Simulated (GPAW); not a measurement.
HfC:

```
Hf C
1.0
     0.00000    2.32500    2.32500
     2.32500    0.00000    2.32500
     2.32500    2.32500    0.00000
Hf C
1 1
Direct
  0.50000 0.50000 0.50000
  0.00000 0.00000 0.00000
```

| Item | Value |
| --- | --- |
| Program | GPAW 26.7.0 |
| Task | relaxation of cell and atoms |
| Functional | PBEsol |
| Dispersion | D3 |
| Potentials or basis | PAW data sets generated in the run's folder for this functional |
| Cutoff | 800 eV |
| Basis | pw |
| k mesh | 10 × 10 × 10 |
| Occupations | fermi-dirac, width 0.05 eV |
| Spin | no spin polarisation |

At the start: pressure -8.6 GPa; volume 12.57 Å³/atom.

**Question.** How do energy, volume and symmetry change on relaxing?

**Answer.** Over 3 steps the energy falls by 11.6 meV/atom and the volume is 12.12 Å³/atom (-3.6 %); space group Fm-3m (No. 225, to 0.05 Å).

The path:
| step | energy change (eV) | largest force (eV/Å) | pressure (GPa) | volume (Å³) |
| --- | --- | --- | --- | --- |
| 1 | 0.0000 | 0.0000 | -8.62 | 25.14 |
| 2 | -0.0153 | 0.0000 | -5.24 | 24.77 |
| 3 | -0.0231 | 0.0000 | 0.20 | 24.24 |

Final structure:
```xyz
2
Lattice="0.0000 2.2971 2.2971 2.2971 0.0000 2.2971 2.2971 2.2971 0.0000" Properties=species:S:1:pos:R:3 pbc="T T T"
Hf    2.2971    2.2971    2.2971
C     0.0000    0.0000    0.0000
```

Caveat: later steps reuse the first step's grids; pairwise dispersion overbinds metals, which lowers pressure and volume.
